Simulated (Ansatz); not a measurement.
Something may be wrong with this Ansatz 0.2.0 calculation of Be.

File input.yaml:

```yaml
crystal:
  lattice:
    - [2.302118, -0.028937, -0.029885]
    - [-1.176119, 1.990674, -0.006779]
    - [-0.046871, -0.039338, 3.564899]
  atoms:
    - { symbol: Be, position: [0.6666666667, 0.3333333333, 0.75] }
    - { symbol: Be, position: [0.3333333333, 0.6666666667, 0.25] }
hamiltonian:
  xc: pbesol
  pseudopotentials: { kind: nc }
  dispersion: d4
kpoints:
  mp_grid: { grid: [10, 10, 6] }
scf:
  occupations: { method: fermi_dirac, width: 0.1 }
  max_iter: 75
output:
  forces: true
  stress: true
  eigenvalues: true
basis:
  ecutwfc: 30
```

Potentials or basis: Ansatz NC.

Command:

```sh
$ ansatz run input.yaml --threads 1 --pin off --max-ram 2560MiB --backend cpu --events-out ev --progress --plain --runs-dir out
```

Output:

```text
Error: inconsistent input (basis.ecutwfc, kpoints): the smallest per-k basis holds n_pw = 3 plane waves (k-point 0, counted from 0 among those solved) but the deck needs at least 5 band(s) per channel, and no run solves more bands than the smallest per-k basis has plane waves; raise basis.ecutwfc until the smallest per-k basis, which caps the automatic band count, holds at least 5 plane waves
```

Q: What happened, and what is wrong with the input?

A: The program refused the input. The input holds a flaw that was put in on purpose: a cutoff far too low (basis.ecutwfc = 30).
